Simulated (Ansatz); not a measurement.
# Te2Mo: the cost of one run

Method: plane waves, PAW, in Ansatz 0.2.0.

6 further runs of the same task are left out: 6 that didn't finish.

## 1. The starting structure

The structure is hexagonal, space group P-6m2 (No. 187). The conventional cell has a = 3.561 Å, b = 3.561 Å, c = 31.534 Å, α = 90.00°, β = 90.00°, γ = 120.00°. Mo (site symmetry -6m2) has 6 Te at 2.73 Å as nearest neighbours. Te (site symmetry 3m) is surrounded by 3 Mo at 2.73 Å.

As a file:

```
Mo Te
1.0
     3.56136    0.00000    0.00000
    -1.78068    3.08423    0.00000
     0.00000    0.00000   31.53418
Mo Te
1 2
Direct
  0.33333 0.66667 0.28540
  0.66667 0.33333 0.34214
  0.66667 0.33333 0.22867
```

The cell was relaxed beforehand with r2SCAN; those runs aren't shown. No spin polarisation is used; should the compound be magnetic, its bands and low-energy spectrum would differ. The cell holds one sheet and vacuum, and is periodic in the plane alone; ε, where given, is a mean over the whole height of the cell, so ε₂ and ε₁ − 1 scale inversely with that height and aren't the sheet's own values. Spin-orbit coupling, which matters for Te, is in the runs so named alone.

## 2. PBE, metal d and anion p, 6×6×1

The input, input.yaml:

```yaml
crystal:
  lattice:
    - [3.5613613745, 0.0, 0.0]
    - [-1.7806806872, 3.0842294224, 0.0]
    - [0.0, 0.0, 31.5341825584]
  atoms:
    - { symbol: Mo, position: [0.3333333333, 0.6666666667, 0.2854045759] }
    - { symbol: Te, position: [0.6666666667, 0.3333333333, 0.3421377296] }
    - { symbol: Te, position: [0.6666666667, 0.3333333333, 0.2286714223] }
  periodic: [true, true, false]
kpoints:
  mp_grid: { grid: [6, 6, 1] }
  band_path:
    path:
      - [0, 0, 0]
      - [0.5, 0, 0]
      - [0.3333333333333, 0.3333333333333, 0]
      - [0, 0, 0]
    npoints: 10
hamiltonian:
  xc: pbe
scf:
  occupations: { method: fixed }
  n_extra_bands: 6
output:
  forces: false
  stress: false
  eigenvalues: true
  wannier:
    kmesh: [6, 6, 1]
    projections: [{ species: Mo, l: d, shell: 4 }]
    minimise: true
    write_hr: true
    conv_tol: 1.0e-08
    max_iter: 3000
```

On the command line:

```console
$ ansatz run input.yaml --threads 4 --pin off --max-ram 5529MiB --backend cpu --events-out ev --progress --plain --runs-dir out
```

Q: Estimate wall time and peak memory on 4 threads of Intel Xeon Platinum 8375C at 2.90GHz (Ice Lake), shared host.

About 25 s, with a peak of 0.65 GiB.
